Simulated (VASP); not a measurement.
# Si (R-3) in VASP: a series of runs

One crystal, Si, is run at these levels: optB88-vdW, rev-vdW-DF2, PBE+TS; tasks: optical spectrum, electric field gradients, density of states.

Program: VASP 6.6.1. These are calculated values, not measurements. Logs are shortened: lines on timing, memory, paths and dates and some standing lists are left out, and cuts for length are marked.

## 1. Starting point

The structure is trigonal, space group R-3 (No. 148). Conventional cell: a = 9.426 Å, b = 9.426 Å, c = 5.652 Å, α = 90.00°, β = 90.00°, γ = 120.00°. Si (site symmetry 1) has 4 Si at 2.34 to 2.38 Å as nearest neighbours. Si (site symmetry 3) is surrounded by 4 Si at 2.38 to 2.41 Å.

This isn't the form of Si at room conditions, which is diamond.

## 2. Optical spectrum, optB88-vdW

Contents of INCAR:

```
SYSTEM = Si
AGGAC = 0.0 ; ALGO = Normal
CSHIFT = 0.05 ; EDIFF = 1E-6
ENCUT = 520 ; GGA = BO
ISIF = 2 ; ISMEAR = -1
LASPH = .TRUE. ; LCHARG = .FALSE.
LOPTICS = .TRUE. ; LREAL = .FALSE.
LUSE_VDW = .TRUE. ; LWAVE = .FALSE.
NBANDS = 40 ; NEDOS = 2000
NELM = 60 ; PARAM1 = 0.1833333333
PARAM2 = 0.22 ; PREC = Accurate
SIGMA = 0.05
```

Contents of KPOINTS:

```
k-points
0
G
  6 6 6
  0 0 0
```

Contents of POSCAR:

```
Si
1.0
    4.7132352766      2.7211876557      1.8839989006
   -4.7132352766      2.7211876557      1.8839989006
    0.0000000000     -5.4423753114      1.8839989006
Si
8
Direct
    0.5187605000      0.0171024200      0.7149106100
    0.2871548500      0.2871548500      0.2871548500
    0.7149106100      0.5187605000      0.0171024200
    0.4812395000      0.9828975800      0.2850893900
    0.2850893900      0.4812395000      0.9828975800
    0.7128451500      0.7128451500      0.7128451500
    0.9828975800      0.2850893900      0.4812395000
    0.0171024200      0.7149106100      0.5187605000
```

Potentials or basis: VASP PAW PBE potentials, release 64 (Si).

On the command line:

```bash
> cat potpaw_PBE.64/Si/POTCAR > POTCAR
> mpirun -np 1 vasp_std > vasp.out
```

OUTCAR:

```text
SYSTEM = Si
   EDIFF = 1E-6
   ENCUT = 520
   GGA = BO
   ISIF = 2
   ISMEAR = -1
   LASPH = .TRUE.
   LREAL = .FALSE.
   NELM = 60
   PREC = Accurate

 ion  position               nearest neighbor table
   1  0.519  0.017  0.715-   4 2.34   6 2.38   3 2.38   8 2.38
   2  0.287  0.287  0.287-   4 2.38   7 2.38   5 2.38   6 2.41
   3  0.715  0.519  0.017-   5 2.34   6 2.38   1 2.38   8 2.38
   4  0.481  0.983  0.285-   1 2.34   2 2.38   5 2.38   7 2.38
   5  0.285  0.481  0.983-   3 2.34   2 2.38   4 2.38   7 2.38
   6  0.713  0.713  0.713-   1 2.38   8 2.38   3 2.38   2 2.41
   7  0.983  0.285  0.481-   8 2.34   2 2.38   4 2.38   5 2.38
   8  0.017  0.715  0.519-   7 2.34   6 2.38   1 2.38   3 2.38

  LATTYP: Found a trigonal (rhomboedric) cell.
 ALAT       =     5.7592448192
 COS(alpha) =    -0.3394828395

  Lattice vectors:

 A1 = (   4.7132352766,   2.7211876557,   1.8839989006)
 A2 = (  -4.7132352766,   2.7211876557,   1.8839989006)
 A3 = (   0.0000000000,  -5.4423753114,   1.8839989006)

Analysis of symmetry for initial positions (statically):
=====================================================================
 Subroutine PRICEL returns:
 Original cell was already a primitive cell.

 Routine SETGRP: Setting up the symmetry group for a
 trigonal (rhombohedral) supercell.

 Subroutine GETGRP returns: Found  6 space group operations
 (whereof  6 operations were pure point group operations)
 out of a pool of 12 trial point group operations.

The static configuration has the point symmetry S_6 .

Analysis of symmetry for dynamics (positions and initial velocities):
=====================================================================
 Subroutine PRICEL returns:
 Original cell was already a primitive cell.

 Routine SETGRP: Setting up the symmetry group for a
 trigonal (rhombohedral) supercell.

 Subroutine GETGRP returns: Found  6 space group operations
 (whereof  6 operations were pure point group operations)
 out of a pool of 12 trial point group operations.

The dynamic configuration has the point symmetry S_6 .

 Subroutine INISYM returns: Found  6 space group operations
 (whereof  6 operations are pure point group operations),
 and found     1 'primitive' translations

----------------------------------------------------------------------------------------

                                     Primitive cell

  volume of cell :     144.9805

  direct lattice vectors                    reciprocal lattice vectors
     4.713235277  2.721187656  1.883998901     0.106084244  0.061247767  0.176928624
    -4.713235277  2.721187656  1.883998901    -0.106084244  0.061247767  0.176928624
     0.000000000 -5.442375311  1.883998901     0.000000000 -0.122495533  0.176928624

  length of vectors
     5.759244819  5.759244819  5.759244819     0.215195013  0.215195013  0.215195013

  position of ions in fractional coordinates (direct lattice)
     0.518760500  0.017102420  0.714910610
     0.287154850  0.287154850  0.287154850
     0.714910610  0.518760500  0.017102420
     0.481239500  0.982897580  0.285089390
     0.285089390  0.481239500  0.982897580
     0.712845150  0.712845150  0.712845150
     0.982897580  0.285089390  0.481239500
     0.017102420  0.714910610  0.518760500

  ion indices of the primitive-cell ions
[... 108 lines left out ...]
   AEXX    =    0.0000 exact exchange contribution
   IVDW_NL    =     1    kernel type
   BPARAM     = 6.3000
   IVDW    =     0    specifies the selected vdW correction
   LEPSILON=     F    determine dielectric tensor
   LRPA    =     F    only Hartree local field effects (RPA)
 non-spin polarized calculation
  energy-cutoff  :      520.00
  volume of cell :      144.98
 maximum number of plane-waves:      3931
 NGX is ok and might be reduce to    48
   NGX = 21   NGY = 21   NGZ = 21

 number of electron      31.9999999 magnetization

 Free energy of the ion-electron system (eV)
  ---------------------------------------------------
  ext. energy  EPLUGINS =         0.00000000
  ---------------------------------------------------
  free energy    TOTEN  =       -31.97426502 eV

  energy without entropy =      -31.97263110  energy(sigma->0) =      -31.97344806

 E-fermi :   7.0859     XC(G=0):  -9.9179

 val. band max:        7.0783362161   @ k =   0.5000   0.0000  -0.0000
 cond. band min:       7.1551678766   @ k =   0.5000   0.5000   0.5000
 fundamental gap:      0.0768316605
 Fermi energy:         7.0858803920

 k-point     1 :       0.0000    0.0000    0.0000
  band No.  band energies     occupation
      1      -5.6280      2.00000
      2      -1.2628      2.00000
      3      -0.8588      2.00000
      4      -0.8588      2.00000
      5      -0.6222      2.00000
      6       0.5918      2.00000
[... 733 lines left out ...]
     27      12.4716      0.00000
     28      12.8060      0.00000

 [... further k-points ...]

 [bands above 28 left out]

------------------------ aborting loop because EDIFF is reached ----------------------------------------

  FORCE on cell =-STRESS in cart. coord.  units (eV):
  Direction    XX          YY          ZZ          XY          YZ          ZX
  --------------------------------------------------------------------------------------
  -------------------------------------------------------------------------------------
  Total        1.6800975      1.6800975      1.7634436      0.0000000      0.0000000      0.0000000
  in kB       18.5667358     18.5667358     19.4877930      0.0000000      0.0000000      0.0000000
  external PRESSURE =      18.8737549 kB  Pullay stress =       0.0000000 kB

 VOLUME and BASIS-vectors are now :
 -----------------------------------------------------------------------------
  energy-cutoff  :      520.00
  volume of cell :      144.98
      direct lattice vectors                 reciprocal lattice vectors
     4.713235277  2.721187656  1.883998901     0.106084244  0.061247767  0.176928624
    -4.713235277  2.721187656  1.883998901    -0.106084244  0.061247767  0.176928624
     0.000000000 -5.442375311  1.883998901     0.000000000 -0.122495533  0.176928624

 POSITION                                       TOTAL-FORCE (eV/Angst)
 -----------------------------------------------------------------------------------
      2.36443     -2.43263      2.35646         0.004306     -0.088759      0.081283
      0.00000      0.00000      1.62300        -0.000000      0.000000     -0.111817
      0.92450      3.26397      2.35646         0.074715      0.048109      0.081283
     -2.36443      2.43263      3.29554        -0.004306      0.088759     -0.081283
     -0.92450     -3.26397      3.29554        -0.074715     -0.048109     -0.081283
      0.00000      0.00000      4.02900        -0.000000      0.000000      0.111817
      3.28893      0.83134      3.29554         0.079021     -0.040650     -0.081283
     -3.28893     -0.83134      2.35646        -0.079021      0.040650      0.081283
 -----------------------------------------------------------------------------------
    total drift:                               -0.000000     -0.000000      0.000000

  FREE ENERGIE OF THE ION-ELECTRON SYSTEM (eV)
  ---------------------------------------------------
  free  energy   TOTEN  =       -31.9742650222 eV

  energy  without entropy=      -31.9726310983  energy(sigma->0) =      -31.97344806

Total vdW correction in eV:      4.1264152

 electrical conductivity sigma (Mega S m-1) (frequency dependency in vasprun.xml)
  --------------------------------------------------------------------------------------
       0.000       0.000       0.000
      -0.000       0.000       0.000
      -0.000       0.000       0.000

  frequency dependent IMAGINARY DIELECTRIC FUNCTION (independent particle, no local field effects) density-density
     E(ev)      X         Y         Z        XY        YZ        ZX
  --------------------------------------------------------------------------------------------------------------
     0.00000     0.00000     0.00000     0.00000     0.00000     0.00000     0.00000
     0.30568     0.15675     0.15675     0.09477     0.00096     0.00000     0.00000
     0.61136     0.24770     0.24770     0.21306     0.00049    -0.00000    -0.00000
     0.91704     0.61787     0.61787     0.49164     0.00033    -0.00000    -0.00000
     1.22273     2.56124     2.56124     1.51975     0.00025    -0.00000    -0.00000
     1.52841     8.50813     8.50813     4.57075     0.00020    -0.00000     0.00000
[... 92 lines left out ...]
    29.95678     0.00105     0.00105     0.00105    -0.00000    -0.00000    -0.00000
    30.26246     0.00102     0.00102     0.00102    -0.00000    -0.00000    -0.00000

  frequency dependent      REAL DIELECTRIC FUNCTION (independent particle, no local field effects) density-density
     E(ev)        X           Y           Z          XY          YZ          ZX
  --------------------------------------------------------------------------------------------------------------
     0.00000    22.78952    22.78952    21.92797     0.00603    -0.00000    -0.00000
     0.30568    22.96636    22.96636    22.20301     0.00016    -0.00000    -0.00000
     0.61136    23.99822    23.99822    23.10060     0.00004    -0.00000    -0.00000
     0.91704    26.21733    26.21733    24.96131     0.00002    -0.00000    -0.00000
     1.22273    29.90018    29.90018    28.07113     0.00001    -0.00000    -0.00000
     1.52841    33.11131    33.11131    32.82354     0.00001    -0.00000     0.00000
[... 92 lines left out ...]
    29.95678     0.69730     0.69730     0.69655    -0.00000     0.00000     0.00000
    30.26246     0.70362     0.70362     0.70289    -0.00000     0.00000     0.00000

  frequency dependent IMAGINARY DIELECTRIC FUNCTION (independent particle, no local field effects) current-current
     E(ev)      X         Y         Z        XY        YZ        ZX
  --------------------------------------------------------------------------------------------------------------
     0.00000   144.00582   144.00582   137.69031     0.01973    -0.00000    -0.00000
     0.30568     7.37072     7.37072     7.07205     0.00099    -0.00000    -0.00000
     0.61136     4.04035     4.04035     3.85456     0.00049    -0.00000    -0.00000
     0.91704     3.43734     3.43734     3.15249     0.00033    -0.00000    -0.00000
     1.22273     5.08321     5.08321     3.81859     0.00025    -0.00000    -0.00000
     1.52841    10.83882    10.83882     6.82337     0.00020    -0.00000    -0.00000
[... 92 lines left out ...]
    29.95678     0.00004     0.00004     0.00004    -0.00000     0.00000    -0.00000
    30.26246     0.00004     0.00004     0.00004    -0.00000     0.00000    -0.00000

  frequency dependent      REAL DIELECTRIC FUNCTION (independent particle, no local field effects) current-current
     E(ev)        X           Y           Z          XY          YZ          ZX
  --------------------------------------------------------------------------------------------------------------
     0.00000    22.75538    22.75538    22.01223    -0.00000    -0.00000    -0.00000
     0.30568    23.04476    23.04476    22.28888    -0.00000    -0.00000    -0.00000
     0.61136    24.11284    24.11284    23.19973    -0.00000    -0.00000    -0.00000
     0.91704    26.35814    26.35814    25.07726    -0.00000    -0.00000    -0.00000
     1.22273    29.92045    29.92045    28.15735    -0.00000    -0.00000    -0.00000
     1.52841    32.63476    32.63476    32.78762    -0.00000    -0.00000    -0.00000
[... 92 lines left out ...]
    29.95678     0.69715     0.69715     0.69641     0.00000     0.00000     0.00000
    30.26246     0.70347     0.70347     0.70275     0.00000     0.00000     0.00000
```

It took 4.3 min on 1 thread of Intel Xeon 6975P-C (Granite Rapids), shared host; peak memory 0.92 GiB.

Results:

```
Free energy            : -31.9743 eV
Pressure               : 1.9 GPa
Largest force          : 0.120 eV/Å
Band gap on the k mesh : none (metal or under the smearing width)
```

Forces on the atoms (eV/Å):
```
Si   0.004 -0.089  0.081
Si   0.000  0.000 -0.112
Si   0.075  0.048  0.081
Si  -0.004  0.089 -0.081
Si  -0.075 -0.048 -0.081
Si   0.000  0.000  0.112
Si   0.079 -0.041 -0.081
Si  -0.079  0.041  0.081
```

Dielectric function (mean over the directions given):
```csv
energy (eV),real part,imaginary part
0.28,22.66,0.13
0.92,25.80,0.58
1.56,33.41,7.69
2.29,29.05,24.27
2.93,15.07,41.60
3.67,-10.54,28.99
4.31,-10.34,17.06
4.95,-10.62,12.24
5.69,-8.68,7.34
6.33,-7.28,4.25
7.06,-5.59,2.72
7.70,-4.26,1.96
8.35,-3.57,1.66
9.08,-2.85,1.22
9.72,-2.34,0.91
10.45,-1.88,0.72
11.10,-1.57,0.53
11.83,-1.26,0.46
12.47,-1.07,0.34
13.11,-0.87,0.27
13.85,-0.67,0.19
14.49,-0.49,0.13
15.22,-0.35,0.10
15.86,-0.23,0.08
16.51,-0.11,0.06
17.24,-0.02,0.04
17.88,0.07,0.03
18.62,0.15,0.02
19.26,0.21,0.01
19.99,0.27,0.01
```

Caveat: spectra need much finer meshes, so this one isn't converged; independent-particle spectra lack excitons; the intraband (Drude) part of a metal's response may be missing; the PAW data sets were made with another functional, which shifts forces and pressure a little.

(Continued in part 2 of 2.)
